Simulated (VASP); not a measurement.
# Sc (Fm-3m) in VASP: settings compared

The runs below take Sc through relaxation of cell and atoms, single point, relaxation of the atoms, with PBE+U, PBE+D3(BJ)+U, HSE06+D3, PBE+ULG, RPBE.

Everything below comes from runs of VASP 6.6.1. Logs are shortened: lines on timing, memory, paths and dates and some standing lists are left out, and cuts for length are marked.

### Step 1. The crystal as given

The structure is cubic, space group Fm-3m (No. 225). Conventional cell: a = 4.520 Å, b = 4.520 Å, c = 4.520 Å, α = 90.00°, β = 90.00°, γ = 90.00°. Sc (site symmetry m-3m) has 12 Sc at 3.20 Å as nearest neighbours.

This isn't the form of Sc at room conditions, which is hcp.

### Step 2. Relaxation of cell and atoms, PBE+U, target pressure 5 GPa, at which the enthalpy is minimised

The input, run.py:

```python
from ase.calculators.vasp import Vasp
from ase.spacegroup import crystal

atoms = crystal(
    ['Sc'],
    basis=[[0.0, 0.0, 0.0]],
    spacegroup=225,
    setting=1,
    cellpar=[4.52, 4.52, 4.52, 90.0, 90.0, 90.0],
    primitive_cell=True,
)
calc = Vasp(
    directory='calc',
    xc='pbe',
    pp='PBE',
    setups='recommended',
    prec='Accurate',
    encut=600,
    ediff=1e-07,
    ismear=-1,
    sigma=0.05,
    lreal=False,
    lasph=True,
    nelm=80,
    algo='Normal',
    isif=3,
    lwave=False,
    lcharg=False,
    lmaxmix=4,
    ldautype=2,
    ldauprint=1,
    ibrion=2,
    nsw=40,
    ediffg=-0.01,
    pstress=50,
    ldau_luj={'Sc': {'L': 2, 'U': 4, 'J': 0}},
    kpts=[3, 3, 3],
    gamma=True,
)
atoms.calc = calc

print('energy (eV):', atoms.get_potential_energy())
print('free energy (eV):', atoms.get_potential_energy(force_consistent=True))
print('forces (eV/A):')
print(atoms.get_forces())
print('stress (eV/A^3, Voigt):', atoms.get_stress())
print('Fermi level (eV):', calc.get_fermi_level())
print('cell (A, degrees):', atoms.cell.cellpar())
print('volume (A^3):', atoms.get_volume())
print('scaled positions:')
print(atoms.get_scaled_positions())
```

Potentials or basis: VASP PAW PBE potentials, release 64 (Sc_sv).

The run is started by

```console
$ python run.py
```

Output:

```text
energy (eV): -4.39061823515169
free energy (eV): -4.39806176515169
forces (eV/A):
[[0. 0. 0.]]
stress (eV/A^3, Voigt): [-0.03116711 -0.03116711 -0.03116711 -0.          0.         -0.        ]
Fermi level (eV): 4.4153875
cell (A, degrees): [ 3.27890935  3.27890935  3.27890935 60.         60.         60.        ]
volume (A^3): 24.927184848190684
scaled positions:
[[0. 0. 0.]]
```

OUTCAR:

```text
ENCUT = 600.000000
   PSTRESS = 50.000000
   EDIFF = 1.00e-07
   EDIFFG = -1.00e-02
   GGA = PE
   PREC = Accurate
   IBRION = 2
   ISIF = 3
   ISMEAR = -1
   NELM = 80
   NSW = 40
   LASPH = .TRUE.
   LREAL = .FALSE.

 ion  position               nearest neighbor table
   1  0.000  0.000  0.000-

  LATTYP: Found a face centered cubic cell.
 ALAT       =     4.5200000000

  Lattice vectors:

 A1 = (   0.0000000000,   2.2600000000,   2.2600000000)
 A2 = (   2.2600000000,   0.0000000000,   2.2600000000)
 A3 = (   2.2600000000,   2.2600000000,   0.0000000000)

Analysis of symmetry for initial positions (statically):
=====================================================================
 Subroutine PRICEL returns:
 Original cell was already a primitive cell.

 Routine SETGRP: Setting up the symmetry group for a
 face centered cubic supercell.

 Subroutine GETGRP returns: Found 48 space group operations
 (whereof 48 operations were pure point group operations)
 out of a pool of 48 trial point group operations.

The static configuration has the point symmetry O_h .

Analysis of symmetry for dynamics (positions and initial velocities):
=====================================================================
 Subroutine PRICEL returns:
 Original cell was already a primitive cell.

 Routine SETGRP: Setting up the symmetry group for a
 face centered cubic supercell.

 Subroutine GETGRP returns: Found 48 space group operations
 (whereof 48 operations were pure point group operations)
 out of a pool of 48 trial point group operations.

The dynamic configuration has the point symmetry O_h .

 Subroutine INISYM returns: Found 48 space group operations
 (whereof 48 operations are pure point group operations),
 and found     1 'primitive' translations

----------------------------------------------------------------------------------------

                                     Primitive cell

  volume of cell :      23.0864

  direct lattice vectors                    reciprocal lattice vectors
     0.000000000  2.260000000  2.260000000    -0.221238938  0.221238938  0.221238938
     2.260000000  0.000000000  2.260000000     0.221238938 -0.221238938  0.221238938
     2.260000000  2.260000000  0.000000000     0.221238938  0.221238938 -0.221238938

  length of vectors
     3.196122651  3.196122651  3.196122651     0.383197081  0.383197081  0.383197081

  position of ions in fractional coordinates (direct lattice)
     0.000000000  0.000000000  0.000000000

  ion indices of the primitive-cell ions
   primitive index   ion index
                 1           1

----------------------------------------------------------------------------------------

 KPOINTS: KPOINTS created by Atomic Simulation Env

Automatic generation of k-mesh.
 Grid dimensions read from file:
 generate k-points for:    3    3    3

 Generating k-lattice:

  Cartesian coordinates                     Fractional coordinates (reciprocal lattice)
    -0.073746313  0.073746313  0.073746313     0.333333333  0.000000000  0.000000000
     0.073746313 -0.073746313  0.073746313     0.000000000  0.333333333  0.000000000
     0.073746313  0.073746313 -0.073746313     0.000000000  0.000000000  0.333333333

  Length of vectors
     0.127732360  0.127732360  0.127732360

  Shift w.r.t. Gamma in fractional coordinates (k-lattice)
     0.000000000  0.000000000  0.000000000

 Subroutine IBZKPT returns following result:
 ===========================================

 Found      4 irreducible k-points:

 Following reciprocal coordinates:
            Coordinates               Weight
  0.000000  0.000000  0.000000      1.000000
  0.333333  0.000000  0.000000      8.000000
  0.333333  0.333333  0.000000      6.000000
 -0.333333  0.333333  0.000000     12.000000
   k-points           NKPTS =      4   k-points in BZ     NKDIM =      4   number of bands    NBANDS=      9
   number of dos      NEDOS =    301   number of ions     NIONS =      1
   total plane-waves  NPLWV =  21952
   dimension x,y,z NGX =    28 NGY =   28 NGZ =   28
   dimension x,y,z NGXF=    56 NGYF=   56 NGZF=   56
   ions per type =               1
   NGX,Y,Z   is equivalent  to a cutoff of  14.56, 14.56, 14.56 a.u.
   NGXF,Y,Z  is equivalent  to a cutoff of  29.13, 29.13, 29.13 a.u.
 SYSTEM =  unknown system
   PREC   = accura    normal or accurate (medium, high low for compatibility)
   ISTART =      0    job   : 0-new  1-cont  2-samecut
   ICHARG =      2    charge: 1-file 2-atom 10-const
   ISPIN  =      1    spin polarized calculation?
   LNONCOLLINEAR =      F non collinear calculations
   LSORBIT =      F    spin-orbit coupling
   LASPH  =      T    aspherical Exc in radial PAW
   ENCUT  =  600.0 eV  44.10 Ry    6.64 a.u.   6.38  6.38  6.38*2*pi/ulx,y,z
   NELM   =     80;   NELMIN=  2; NELMDL= -5     # of ELM steps
   EDIFF  = 0.1E-06   stopping-criterion for ELM
   LREAL  =      F    real-space projection
   EDIFFG = -.1E-01   stopping-criterion for IOM
   NSW    =     40    number of steps for IOM
   IBRION =      2    ionic relax: 0-MD 1-quasi-New 2-CG
   NFREE  =      1    steps in history (QN), initial steepest desc. (CG)
   ISIF   =      3    stress and relaxation
   ISYM   =      2    0-nonsym 1-usesym 2-fastsym
   POTIM  = 0.5000    time-step for ionic-motion
   TEBEG  =    0.0;   TEEND  =   0.0 temperature during run
   PSTRESS=   50.0 pullay stress
   NELECT =      11.0000    total number of electrons
   NUPDOWN=      -1.0000    fix difference up-down
   EMIN   =  10.00;   EMAX   =-10.00  energy-range for DOS
   EFERMI =   0.00;   METHOD = LEGACY
   ISMEAR =    -1;   SIGMA  =   0.05  broadening in eV -4-tet -1-fermi 0-gaus
   EFERMI_NEDOS =   21; number of points for ismear=-14 and -15
   IALGO  =     38    algorithm
   IMIX   =      4    mixing-type and parameters
     AMIX     =   0.40;   BMIX     =  1.00
     AMIX_MAG =   1.60;   BMIX_MAG =  1.00
  volume/ion in A,a.u.               =      23.09       155.79
  Fermi-wavevector in a.u.,A,eV,Ry     =   1.278657  2.416311 22.245021  1.634963
  Thomas-Fermi vector in A             =   2.411187
   LORBIT       =      0    0 simple, 1 ext, 2 COOP (PROOUT), +10 PAW based schemes
 LDA+U is selected, type is set to LDAUTYPE =  2
   angular momentum for each species LDAUL =     2
   U (eV)           for each species LDAUU =   4.0
   J (eV)           for each species LDAUJ =   0.0
   GGA     = PE    functional components
   LHFCALC =     F    Hartree Fock is set to
   AEXX    =    0.0000 exact exchange contribution
   IVDW    =     0    specifies the selected vdW correction
   LEPSILON=     F    determine dielectric tensor
   LRPA    =     F    only Hartree local field effects (RPA)
 conjugate gradient relaxation of ions
 non-spin polarized calculation
  energy-cutoff  :      600.00
  volume of cell :       23.09
 maximum number of plane-waves:       776
 NGX is ok and might be reduce to    28
   NGX = 13   NGY = 13   NGZ = 13

--------------------------------------- Ionic step        1  -------------------------------------------

 number of electron      11.0000001 magnetization

 Free energy of the ion-electron system (eV)
  ---------------------------------------------------
  ext. energy  EPLUGINS =         0.00000000
  ---------------------------------------------------
  free energy    TOTEN  =        -5.06794339 eV

  energy without entropy =       -5.05246136  energy(sigma->0) =       -5.06020237

 E-fermi :   4.8252     XC(G=0): -10.1962

 val. band max:        4.5759465976   @ k =  -0.3333   0.3333   0.0000
 cond. band min:       4.8766977250   @ k =   0.3333   0.3333   0.0000
 fundamental gap:      0.3007511273
 Fermi energy:         4.8252263069
[... 168 lines left out ...]
  energy  without entropy=       -4.4079661770  energy(sigma->0) =       -4.41583857

  enthalpy is  TOTEN    =        -3.6089242915 eV   P V=        0.8147866615

atom =   1  type =  1  l = 2

 onsite density matrix

spin component  1

  0.0721 -0.0000  0.0000  0.0000 -0.0000
 -0.0000  0.0721  0.0000  0.0000 -0.0000
  0.0000  0.0000  0.1027 -0.0000  0.0000
  0.0000  0.0000 -0.0000  0.0721  0.0000
 -0.0000 -0.0000  0.0000  0.0000  0.1027

spin component  2

  0.0721 -0.0000  0.0000  0.0000 -0.0000
 -0.0000  0.0721  0.0000  0.0000 -0.0000
  0.0000  0.0000  0.1027 -0.0000  0.0000
  0.0000  0.0000 -0.0000  0.0721  0.0000
 -0.0000 -0.0000  0.0000  0.0000  0.1027

 occupancies and eigenvectors

  o =  0.0721  v =  0.0000  0.8148 -0.0000  0.5798 -0.0000  0.0000  0.0000  0.0000  0.0000  0.0000      0.0000  0.0000  0.0000  0.0000  0.0000  0.0000  0.0000  0.0000  0.0000  0.0000
  o =  0.0721  v =  0.0000  0.0000  0.0000  0.0000  0.0000  0.0000  0.8148 -0.0000  0.5798 -0.0000      0.0000  0.0000  0.0000  0.0000  0.0000  0.0000  0.0000  0.0000  0.0000  0.0000
  o =  0.0721  v =  0.0000  0.0000  0.0000  0.0000  0.0000  0.0000 -0.5798 -0.0000  0.8148 -0.0000      0.0000  0.0000  0.0000  0.0000  0.0000  0.0000  0.0000  0.0000  0.0000  0.0000
  o =  0.0721  v =  0.0000 -0.5798 -0.0000  0.8148 -0.0000  0.0000  0.0000  0.0000  0.0000  0.0000      0.0000  0.0000  0.0000  0.0000  0.0000  0.0000  0.0000  0.0000  0.0000  0.0000
  o =  0.0721  v =  0.0000  0.0000  0.0000  0.0000  0.0000  1.0000  0.0000  0.0000  0.0000  0.0000      0.0000  0.0000  0.0000  0.0000  0.0000  0.0000  0.0000  0.0000  0.0000  0.0000
  o =  0.0721  v =  1.0000  0.0000  0.0000  0.0000  0.0000  0.0000  0.0000  0.0000  0.0000  0.0000      0.0000  0.0000  0.0000  0.0000  0.0000  0.0000  0.0000  0.0000  0.0000  0.0000
  o =  0.1027  v =  0.0000 -0.0000  0.0000  0.0000  1.0000  0.0000  0.0000  0.0000  0.0000  0.0000      0.0000  0.0000  0.0000  0.0000  0.0000  0.0000  0.0000  0.0000  0.0000  0.0000
  o =  0.1027  v =  0.0000  0.0000  0.0000  0.0000  0.0000  0.0000 -0.0000  0.0000  0.0000  1.0000      0.0000  0.0000  0.0000  0.0000  0.0000  0.0000  0.0000  0.0000  0.0000  0.0000
  o =  0.1027  v =  0.0000  0.0000  0.0000  0.0000  0.0000  0.0000  0.0000 -1.0000 -0.0000  0.0000      0.0000  0.0000  0.0000  0.0000  0.0000  0.0000  0.0000  0.0000  0.0000  0.0000
  o =  0.1027  v =  0.0000  0.0000 -1.0000 -0.0000  0.0000  0.0000  0.0000  0.0000  0.0000  0.0000      0.0000  0.0000  0.0000  0.0000  0.0000  0.0000  0.0000  0.0000  0.0000  0.0000

--------------------------------------- Ionic step        1  -------------------------------------------

 number of electron      10.9999999 magnetization

 Free energy of the ion-electron system (eV)
  ---------------------------------------------------
  ext. energy  EPLUGINS =         0.00000000
  ---------------------------------------------------
  free energy    TOTEN  =        -4.39806176 eV

  energy without entropy =       -4.38317469  energy(sigma->0) =       -4.39061823

 E-fermi :   4.4154     XC(G=0):  -9.8864

 val. band max:        4.1581073305   @ k =  -0.3333   0.3333   0.0000
 cond. band min:       4.4682058248   @ k =   0.3333   0.3333   0.0000
 fundamental gap:      0.3100984943
 Fermi energy:         4.4153875037

[... ionic steps 2 to 2 ...]

--------------------------------------- Ionic step        3  -------------------------------------------

------------------------ aborting loop because EDIFF is reached ----------------------------------------

  FORCE on cell =-STRESS in cart. coord.  units (eV):
  Direction    XX          YY          ZZ          XY          YZ          ZX
  --------------------------------------------------------------------------------------
  -------------------------------------------------------------------------------------
  Total        0.7769080      0.7769080      0.7769080      0.0000000      0.0000000     -0.0000000
  in kB       49.9352199     49.9352199     49.9352199      0.0000000      0.0000000     -0.0000000
  external PRESSURE =      -0.0647801 kB  Pullay stress =      50.0000000 kB
[... 20 lines left out ...]
  energy  without entropy=       -4.3831746949  energy(sigma->0) =       -4.39061823

  enthalpy is  TOTEN    =        -3.6201458499 eV   P V=        0.7779159142

 reached required accuracy - stopping structural energy minimisation
```

INCAR:

```text
ENCUT = 600.000000
PSTRESS = 50.000000
SIGMA = 0.050000
EDIFF = 1.00e-07
EDIFFG = -1.00e-02
ALGO = Normal
GGA = PE
PREC = Accurate
IBRION = 2
ISIF = 3
ISMEAR = -1
LDAUPRINT = 1
LDAUTYPE = 2
LMAXMIX = 4
NELM = 80
NSW = 40
LASPH = .TRUE.
LCHARG = .FALSE.
LWAVE = .FALSE.
LREAL = .FALSE.
LDAU = .TRUE.
LDAUL = 2
LDAUU = 4.000
LDAUJ = 0.000
```

It took 13 s on 1 thread of Intel Xeon Platinum 8488C (Sapphire Rapids), shared host; peak memory 0.16 GiB.

The run converged, but some of its settings lie outside the range that counts as converged (typed here: k = 3 × 3 × 3; PSTRESS = 50), so its numbers aren't taken as properties of the crystal.

What came out:

* Free energy: -4.3981 eV
* Relaxed volume: 24.93 Å³/atom
* Relaxed cell: a = 3.279 Å, b = 3.279 Å, c = 3.279 Å, α = 60.00°, β = 60.00°, γ = 60.00°
* Space group after relaxing (to 0.05 Å): Fm-3m (No. 225)
* Energy change on relaxing (the enthalpy is what falls): -32.6 meV/atom
* Ionic steps: 3
* Pressure after relaxing: 5.0 GPa
* Band gap on the k mesh: none (metal or under the smearing width)

Caveat: the k mesh is coarse (spacing up to 0.80 Å⁻¹), so the values aren't converged; U without spin polarisation on a metal has little footing; the U is typed as a test and isn't derived for this compound.

### Step 3. Single point, PBE+D3(BJ)+U (volume scaled by 1.25)

The input, run.py:

```python
from ase.calculators.vasp import Vasp
from ase.dft.bandgap import bandgap
from ase.io import read

atoms = read('Sc.cif')
calc = Vasp(
    directory='calc',
    xc='pbe',
    pp='PBE',
    setups='recommended',
    prec='Accurate',
    encut=520,
    ediff=1e-07,
    ismear=-1,
    sigma=0.1,
    lreal=False,
    lasph=True,
    nelm=100,
    algo='Fast',
    isif=2,
    lwave=False,
    lcharg=False,
    lmaxmix=4,
    ldautype=2,
    ldauprint=1,
    ivdw=12,
    ldau_luj={'Sc': {'L': 2, 'U': 2, 'J': 0}},
    kpts=[10, 10, 10],
    gamma=True,
    nbands=12,
)
atoms.calc = calc

print('energy (eV):', atoms.get_potential_energy())
print('free energy (eV):', atoms.get_potential_energy(force_consistent=True))
print('forces (eV/A):')
print(atoms.get_forces())
print('stress (eV/A^3, Voigt):', atoms.get_stress())
print('Fermi level (eV):', calc.get_fermi_level())
gap, top, bottom = bandgap(calc)
print('band gap (eV):', gap, 'from (spin, k, band)', top, 'to', bottom)
```

The input, Sc.cif:

```cif
data_Sc
_cell_length_a 3.44291876
_cell_length_b 3.44291876
_cell_length_c 3.44291876
_cell_angle_alpha 60.00000000
_cell_angle_beta 60.00000000
_cell_angle_gamma 60.00000000
_space_group_name_H-M_alt 'P1'
_space_group_name_Hall 'P 1'
_space_group_IT_number 1
loop_
_space_group_symop_operation_xyz
'x,y,z'
loop_
_atom_site_label
_atom_site_type_symbol
_atom_site_symmetry_multiplicity
_atom_site_Wyckoff_symbol
_atom_site_fract_x
_atom_site_fract_y
_atom_site_fract_z
_atom_site_occupancy
Sc1 Sc 1 a 0.0000000000 0.0000000000 0.0000000000 1
```

Potentials or basis: VASP PAW PBE potentials, release 64 (Sc_sv).

The run is started by

```console
$ python run.py
```

Wall time 22 s (1 thread of Intel Xeon Platinum 8488C (Sapphire Rapids), shared host); peak memory 0.16 GiB.

The run converged. Its results:

- Free energy: -5.6907 eV
- Pressure: -5.9 GPa
- Band gap on the k mesh: none (metal or under the smearing width)
- Dispersion energy per atom: -0.331 eV

Levels at points of the mesh, in eV from the Fermi level:
| k point | band 1 | band 2 | band 3 | band 4 | band 5 | band 6 | band 7 | band 8 | band 9 | band 10 |
| --- | --- | --- | --- | --- | --- | --- | --- | --- | --- | --- |
| (0.00, 0.00, 0.00) | -50.54 | -28.99 | -28.99 | -28.99 | -5.15 | 1.51 | 1.51 | 1.51 | 2.68 | 2.68 |
| (0.50, 0.00, 0.00) | -50.51 | -29.21 | -29.02 | -29.02 | -1.69 | -0.28 | 1.45 | 1.45 | 3.38 | 3.38 |
| (0.50, 0.50, 0.00) | -50.50 | -29.20 | -29.07 | -29.07 | -1.21 | -0.35 | 1.16 | 3.40 | 3.55 | 3.55 |

Eigenvalues of the final occupation matrices:
| site | spin | trace | eigenvalues |
| --- | --- | --- | --- |
| site 1 d | 1 | 0.40 | 0.07 0.07 0.09 0.09 0.09 |
| site 1 d | 2 | 0.40 | 0.07 0.07 0.09 0.09 0.09 |

Caveat: U without spin polarisation on a metal has little footing; pairwise dispersion overbinds metals, which lowers pressure and volume; the U is typed as a test and isn't derived for this compound.

(Part 1 of 2 ends here.)
